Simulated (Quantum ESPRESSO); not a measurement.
**CuO (Tenorite) under changes of volume**

One of the cells (10.135 Å³/atom); the others are scaled copies at fixed shape and fractional positions:

```
Cu O
1.0
     2.34185   -1.71130    0.00000
     2.34185    1.71130    0.00000
    -0.85003    0.00000    5.05787
Cu O
2 2
Cartesian
  0.7459 -0.8557 2.5289
  1.1709 0.8557 0.0000
  1.7043 0.2793 3.7934
  2.1293 -0.2793 1.2645
```

```yaml
Program: Quantum ESPRESSO 7.5
Functional: r2SCAN
Potentials_or_basis: SG15 PBE 1.2
Cutoff: 1197 eV
Density_cutoff: 4789 eV
k_mesh: 4 × 4 × 2
Occupations: fermi-dirac, width 0.05 eV
Spin: no spin polarisation
```

```tsv
volume (Å³/atom)	energy over the lowest point (meV/atom)	pressure (GPa)
9.527	19.06	11.8
9.730	7.15	7.0
9.932	1.01	2.7
10.135	0.00	-1.1
10.338	3.58	-4.5
10.540	11.24	-7.6
10.743	?	?
```

**Question.** What does the run at 10.743 Å³/atom give?

**Answer.** Energy over the lowest point 22.54 meV/atom; pressure -10.3 GPa.

Worked out: A Birch-Murnaghan fit of order 3 (a polynomial in V^(-2/3)) to the other rows has its minimum at 10.08 Å³/atom with B0 = V·E''(V) = 186 GPa and B' = 4.6 at fixed shape and positions, which overstates the stiffness. It gives 22.61 meV/atom at 10.743 Å³/atom, against the run's 22.54, and -dE/dV = -10.3 GPa, against -10.3.

Energies are extrapolated to zero smearing.

Caveats: all runs use coarse meshes; the potentials were made for another functional, which shifts forces and pressure; the run has no spin polarisation, though such a crystal can be magnetic.
